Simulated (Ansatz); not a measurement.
# ZrS2 (P-3m1) in Ansatz: notebook

One crystal, ZrS2, is run at these levels: PBE; tasks: band structure.

Program: Ansatz 0.2.0. These are calculated values, not measurements. Logs are shortened: lines on timing, memory, paths and dates and some standing lists are left out, and cuts for length are marked.

**What was measured.**

“Stress-Tuned Optical Transitions in Layered 1T-MX2 (M= Hf, Zr, Sn; X= S, Se) Crystals”, 2022, arxiv:2210.12074 quotes, for a bulk crystal of ZrS2: band gap 1.68 eV (indirect).

How close the calculation comes is told below.

### 1 The crystal as given

It takes space group P-3m1 (No. 164, trigonal). Conventional cell: a = 3.691 Å, b = 3.691 Å, c = 6.041 Å, α = 90.00°, β = 90.00°, γ = 120.00°. Zr (site symmetry -3m) is surrounded by 6 S at 2.57 Å. S (site symmetry 3m) is surrounded by 3 Zr at 2.57 Å.

The cell is a database's computed one.

### 2 Band structure, PBE

input.yaml reads:

```yaml
crystal:
  lattice:
    - [3.6913825498, 0.0, 0.0]
    - [-1.8456912749, 3.1968310632, 0.0]
    - [0.0, 0.0, 6.04107701]
  atoms:
    - { symbol: Zr, position: [0.0, 0.0, 0.0] }
    - { symbol: S, position: [0.3333333333, 0.6666666667, 0.23790997] }
    - { symbol: S, position: [0.6666666667, 0.3333333333, 0.76209003] }
hamiltonian:
  xc: pbe
  pseudopotentials: { kind: paw, level: accurate }
kpoints:
  mp_grid: { grid: [8, 8, 5] }
  band_path:
    path:
      - [[0.0, 0.0, 0.0], [0.5, 0.0, 0.0], [0.3333333333, 0.3333333333, 0.0], [0.0, 0.0, 0.0], [0.0, 0.0, 0.5], [0.5, 0.0, 0.5], [0.3333333333, 0.3333333333, 0.5], [0.0, 0.0, 0.5]]
      - [[0.5, 0.0, 0.5], [0.5, 0.0, 0.0]]
      - [[0.3333333333, 0.3333333333, 0.0], [0.3333333333, 0.3333333333, 0.5]]
    npoints: 14
scf:
  occupations: { method: fermi_dirac, width: 0.05 }
  n_extra_bands: 7
output:
  forces: true
  stress: true
  eigenvalues: true
  fatbands: false
```

Potentials or basis: Ansatz PAW earlier set.

Started as:

```sh
$ ansatz run input.yaml --threads 2 --pin off --max-ram 5120MiB --backend cpu --events-out ev --progress --plain --runs-dir out
```

Output:

```text
Warning: RAYON_NUM_THREADS=2 ignored (pool sized by the plan → 2); use --threads N
scf.n_extra_bands = 7 over 12 filled bands (N_el = 24.0): the run solves 19 bands
Engine: ansatz 0.2.0, aarch64-unknown-linux-gnu
Pseudopotentials: kind: paw, level: accurate
Pseudopotential: Zr, paw, valence charge 12, recommended cutoff 500 eV (high), Zr.paw.azcp
Pseudopotential: S, paw, valence charge 6, recommended cutoff 580 eV (normal), S.paw.azcp#accurate
Functional definition: PBE
  parameter kappa = 0.804
  parameter beta = 0.06672455060314922
  exchange = pbe_x(kappa = kappa, mu = beta*pi^2/3)
  correlation = pbe_c(beta = beta)
Crystal: 3 atoms, lattice volume = 71.289 Å³
Basis set: ecut = 580 eV, 2273 PW (Γ), exchange–correlation on 60×60×96 points (8 copies of the dense FFT grid, shifted against one another)
Bands: 19, of which v1, the nominal top of the filled ones, is band 12 counted from 1 (11 counted from 0)
Symmetry: 12 space group operations
Space group: P-3m1 (ITA 164), of the structure as read, at distance tolerance 4.1e-5 Å
k-points: 40 of 320
Non-local potential: Zr, projectors of the file, l = 0: 3, l = 1: 3, l = 2: 3, l = 3: 2
Non-local potential: S, projectors of the file, l = 0: 3, l = 1: 3, l = 2: 2, l = 3: 1, l = 4: 1
PAW form: soft (Blöchl's): semilocal exchange-correlation on the pseudo side does not see the compensation charge
PAW one-centre angular grid: Zr, 590 points (default); XC on 64 Gauss nodes
PAW one-centre angular grid: S, 194 points (default); XC on 64 Gauss nodes
Initial density: superposition of atomic densities (chi_scale 0.1, normalization cell, long waves kept (reshape's long-wave potential 0.07 eV rms))
Initial wavefunctions: pseudopotential atomic-orbital guess
Functional: x = pbe(κ = 0.804, μ = 0.2195149727645171), c = pbe(β = 0.06672455060314922)
SCF iter   1: F=—  HF=-5994.308824 eV  |F-HF|=—  |Δ(HF+E_count)|=         —  Δρ=4.54e-2  dr2=4.81e0  ethr=3.10e-3  ⟨swp⟩=6.2  Hψ=4427  notcnv=0
preconditioner: auto → Resta (q_TF=auto, 2.276 Å⁻¹)  ε∞=4.7  [insulator: Δε(μ)=0.769 eV  Ē_g=9.162 eV  σ=0.050 eV  W_gap=1.00  n_scr=22 (ndim 8)  ℏωp=17.6 eV  f_vac=0.005  D(μ)=0.00/eV (n_scr^D=0)  ε∞_Penn≈4.7]
SCF iter   2: F=—  HF=-5993.389268 eV  |F-HF|=—  |Δ(HF+E_count)|=   9.20e-1  Δρ=2.07e-2  dr2=5.34e-1  ethr=3.10e-3  ⟨swp⟩=3.3  Hψ=1548  notcnv=0  defer=62
SCF iter   3: F=—  HF=-5993.275300 eV  |F-HF|=—  |Δ(HF+E_count)|=   1.14e-1  Δρ=8.76e-3  dr2=9.02e-2  ethr=2.23e-3  ⟨swp⟩=2.1  Hψ=1154  notcnv=0  defer=62
SCF iter   4: F=—  HF=-5993.268078 eV  |F-HF|=—  |Δ(HF+E_count)|=   7.22e-3  Δρ=2.94e-3  dr2=6.70e-3  ethr=3.76e-4  ⟨swp⟩=2.1  Hψ=1106  notcnv=0  defer=63
SCF iter   5: F=—  HF=-5993.271548 eV  |F-HF|=—  |Δ(HF+E_count)|=   3.47e-3  Δρ=5.09e-4  dr2=2.50e-4  ethr=2.79e-5  ⟨swp⟩=2.1  Hψ=1114  notcnv=0  defer=63
SCF iter   6: F=—  HF=-5993.272008 eV  |F-HF|=—  |Δ(HF+E_count)|=   4.60e-4  Δρ=1.74e-4  dr2=2.89e-5  ethr=1.04e-6  ⟨swp⟩=2.0  Hψ=991  notcnv=0  defer=63
SCF iter   7: F=—  HF=-5993.272015 eV  |F-HF|=—  |Δ(HF+E_count)|=   7.37e-6  Δρ=3.05e-5  dr2=5.91e-7  ethr=1.20e-7  ⟨swp⟩=2.0  Hψ=1073  notcnv=0  defer=63
SCF iter   8: F=-5993.272017 eV  HF=-5993.272017 eV  |F-HF|=1.99e-7  |Δ(HF+E_count)|=   1.93e-6  Δρ=8.46e-6  dr2=6.91e-8  ethr=4.17e-10  ⟨swp⟩=11.7  Hψ=4389  notcnv=0
SCF 1 converged in 8 iterations: F = -5993.272017 eV  dr2 = 6.91e-8
NSCF: frozen V_eff on 129 k-points
SCF converged after 8 iterations
Free energy (F): -5993.272017 eV
Harris-Foulkes:  -5993.272017 eV  (|F-HF|=1.99e-7)
Internal energy: -5993.272016 eV  (E = F + TS)
E sigma→0 (E₀):  -5993.272016 eV
Entropy (-TS):   -0.000002 eV (-0.001 meV/atom)
Fermi energy:    6.934827 eV
--- Per-component energies (eV) ---
  E_band       = -179.447740
  E_kinetic    = 570.910834
  E_local      = -1710.497413  (includes V_loc(G=0)·N_el)
  E_nonlocal   = 435.429854
  E_hartree    = 498.335656
  E_xc         = -443.606943
  E_vxc        = -387.396901  (∫ρ·V_xc dr)
  E_paw        = -4075.559428  (= ΣΔE_a, less E_core_relax)
  E_vpaw       = -84.566896  (= ΣTr[D̂ρ^β], less what the cores' own moments, if any, meet on the grid)
  E_core_relax = -0.001297  (the energy of the cores' relaxation)
  E_aug_tail   = -0.000000  (compensation charges beyond the density's cutoff)
  E_ewald      = -1268.283280
  E_smearing   = -0.000002  (= −TS)
  E_closure    = -0.000000  (closes the sum)
  Σ components = -5993.272017   (vs F -5993.272017, Δ=0.00e0)
--- Forces (eV/Å), atoms counted from 1 ---
  atom   1  Zr     0.00000000     0.00000000     0.00000000
  atom   2  S      0.00000000    -0.00000000     0.04730972
  atom   3  S     -0.00000000     0.00000000    -0.04730972
  max |Σ_I F_I| component: 2.96e-31 eV/Å
--- Stress (GPa, compression-positive) ---
        0.155348       0.000000       0.000000
        0.000000       0.155348       0.000000
        0.000000       0.000000       1.212470
  P = ⅓ Tr σ = 0.5077 GPa (5.077 kbar)
--- Band table (eV; the first three rows and the last of 40) ---
  k-point 0: bands = ["-42.5665", "-20.6236", "-20.4768", "-20.4768", "-6.1583", "-4.7630", "2.2136", "3.6428", "3.6428", "6.3220", "6.3220", "6.3640", "8.0022", "8.0022", "8.8454", "11.4136", "11.4136", "12.1839", "12.3063"]
  k-point 1: bands = ["-42.5665", "-20.6237", "-20.4768", "-20.4768", "-6.1028", "-4.8533", "2.4519", "3.6521", "3.6521", "5.8582", "6.2880", "6.2880", "7.9934", "7.9934", "9.0022", "11.5088", "11.5088", "12.3832", "12.6748"]
  k-point 2: bands = ["-42.5665", "-20.6239", "-20.4768", "-20.4768", "-5.9943", "-5.0164", "2.9746", "3.6675", "3.6675", "5.0159", "6.2341", "6.2341", "7.9790", "7.9790", "9.1447", "11.6709", "11.6709", "12.6248", "13.6432"]
  k-point 39: bands = ["-42.5473", "-20.6764", "-20.6087", "-20.5640", "-5.0262", "-4.8435", "2.7289", "3.0778", "3.7251", "4.3678", "4.5825", "4.9901", "8.5085", "9.3832", "9.5310", "11.4885", "12.2904", "14.0696", "14.9552"]
```

It took 5.4 s on 2 threads of Arm Neoverse V2, shared host; peak memory 0.41 GiB.

Results:

* Free energy: -5993.2720 eV
* Pressure: 0.5 GPa
* Largest force: 0.047 eV/Å
* Band gap on the k mesh: 1.05 eV, indirect (least direct gap 1.64 eV)
* Band gap along the path: 1.03 eV, indirect (least direct gap 1.64 eV)

Forces in eV/Å, atoms in the order of the input:
```
Zr   0.000  0.000  0.000
S    0.000  0.000  0.047
S    0.000  0.000 -0.047
```

Levels at the corners of the path, in eV from the valence-band top:
| point | band 9 | band 10 | band 11 | band 12 | band 13 | band 14 | band 15 | band 16 |
| --- | --- | --- | --- | --- | --- | --- | --- | --- |
| Γ | -2.77 | -0.09 | -0.09 | -0.05 | 1.59 | 1.59 | 2.43 | 5.00 |
| M | -2.45 | -2.35 | -1.65 | -1.17 | 1.19 | 3.24 | 3.50 | 5.67 |
| K | -3.26 | -1.97 | -1.97 | -1.42 | 2.20 | 3.18 | 3.18 | 4.99 |
| Γ | -2.77 | -0.09 | -0.09 | -0.05 | 1.59 | 1.59 | 2.43 | 5.00 |
| A | -2.74 | -1.57 | -0.19 | -0.19 | 1.56 | 1.56 | 2.75 | 5.29 |
| L | -2.56 | -2.20 | -0.98 | -0.79 | 1.03 | 3.23 | 3.50 | 5.29 |
| H | -3.03 | -1.84 | -1.75 | -1.75 | 2.29 | 2.93 | 2.93 | 5.50 |
| A | -2.74 | -1.57 | -0.19 | -0.19 | 1.56 | 1.56 | 2.75 | 5.29 |
| L | -2.56 | -2.20 | -0.98 | -0.79 | 1.03 | 3.23 | 3.50 | 5.29 |
| M | -2.45 | -2.35 | -1.65 | -1.17 | 1.19 | 3.24 | 3.50 | 5.67 |
| K | -3.26 | -1.97 | -1.97 | -1.42 | 2.20 | 3.18 | 3.18 | 4.99 |
| H | -3.03 | -1.84 | -1.75 | -1.75 | 2.29 | 2.93 | 2.93 | 5.50 |

Caveat: this functional lacks dispersion, which binds the layers, so the pressure and a relaxed spacing across them are unreliable.

### 3 Band structure, PBE

input.yaml: that of step 2 with these lines changed.

```diff
@@ -11,3 +11,3 @@
   xc: pbe
-  pseudopotentials: { kind: paw, level: accurate }
+  pseudopotentials: { kind: nc, accuracy: stringent }
 kpoints:
```

Potentials or basis: PseudoDojo stringent (PBE files).

Started as:

```sh
$ ansatz run input.yaml --threads 2 --pin off --max-ram 5120MiB --backend cpu --events-out ev --progress --plain --runs-dir out
```

Run time: 6.6 s. Hardware: 2 threads of Arm Neoverse V2, shared host; peak memory 0.51 GiB.

Results (log left out):

| Property | Result |
| --- | --- |
| Free energy | -1980.9772 eV |
| Pressure | 0.5 GPa |
| Largest force | 0.053 eV/Å |
| Band gap on the k mesh | 1.05 eV, indirect (least direct gap 1.63 eV) |
| Band gap along the path | 1.03 eV, indirect (least direct gap 1.63 eV) |

Forces on the atoms (eV/Å):
```
Zr   0.000  0.000  0.000
S    0.000  0.000  0.053
S    0.000  0.000 -0.053
```

Stress tensor (GPa, compression positive):
```
0.17 0.00 0.00
0.00 0.17 0.00
0.00 0.00 1.24
```

Levels at the corners of the path, in eV from the valence-band top:
| point | band 8 | band 9 | band 10 | band 11 | band 12 | band 13 | band 14 | band 15 | band 16 | band 17 |
| --- | --- | --- | --- | --- | --- | --- | --- | --- | --- | --- |
| Γ | -2.77 | -2.77 | -0.09 | -0.09 | -0.05 | 1.58 | 1.58 | 2.43 | 5.00 | 5.00 |
| M | -2.56 | -2.45 | -2.35 | -1.65 | -1.17 | 1.19 | 3.24 | 3.50 | 5.67 | 5.94 |
| K | -3.26 | -3.26 | -1.98 | -1.98 | -1.42 | 2.19 | 3.18 | 3.18 | 4.99 | 4.99 |
| Γ | -2.77 | -2.77 | -0.09 | -0.09 | -0.05 | 1.58 | 1.58 | 2.43 | 5.00 | 5.00 |
| A | -2.75 | -2.75 | -1.57 | -0.19 | -0.19 | 1.56 | 1.56 | 2.74 | 5.28 | 5.28 |
| L | -3.06 | -2.56 | -2.20 | -0.98 | -0.80 | 1.03 | 3.23 | 3.50 | 5.29 | 5.88 |
| H | -3.39 | -3.04 | -1.85 | -1.75 | -1.75 | 2.29 | 2.93 | 2.93 | 5.50 | 5.50 |
| A | -2.75 | -2.75 | -1.57 | -0.19 | -0.19 | 1.56 | 1.56 | 2.74 | 5.28 | 5.28 |
| L | -3.06 | -2.56 | -2.20 | -0.98 | -0.80 | 1.03 | 3.23 | 3.50 | 5.29 | 5.88 |
| M | -2.56 | -2.45 | -2.35 | -1.65 | -1.17 | 1.19 | 3.24 | 3.50 | 5.67 | 5.94 |
| K | -3.26 | -3.26 | -1.98 | -1.98 | -1.42 | 2.19 | 3.18 | 3.18 | 4.99 | 4.99 |
| H | -3.39 | -3.04 | -1.85 | -1.75 | -1.75 | 2.29 | 2.93 | 2.93 | 5.50 | 5.50 |

Caveat: this functional lacks dispersion, which binds the layers, so the pressure and a relaxed spacing across them are unreliable.

### 4 Comparison with measurements

Step 2. Against the measured gap of ZrS2, 1.68 eV (indirect; quoted in “Stress-Tuned Optical Transitions in Layered 1T-MX2 (M= Hf, Zr, Sn; X= S, Se) Crystals”, 2022, arxiv:2210.12074), the calculated 1.03 eV is off by -0.65 eV. Spin-orbit coupling on Zr is left out. The value is that of PBE, without temperature or zero-point motion. Semilocal functionals fall short of measured gaps as a rule. The cell is a database's relaxed one, not the measured one, which moves gaps too.

Step 3. A measured gap of ZrS2 is 1.68 eV (indirect; quoted in “Stress-Tuned Optical Transitions in Layered 1T-MX2 (M= Hf, Zr, Sn; X= S, Se) Crystals”, 2022, arxiv:2210.12074); the calculated 1.03 eV misses it by -0.65 eV. Spin-orbit coupling on Zr is left out. The value is that of PBE, without temperature or zero-point motion. Semilocal functionals fall short of measured gaps as a rule. The cell is a database's relaxed one, not the measured one, which moves gaps too.
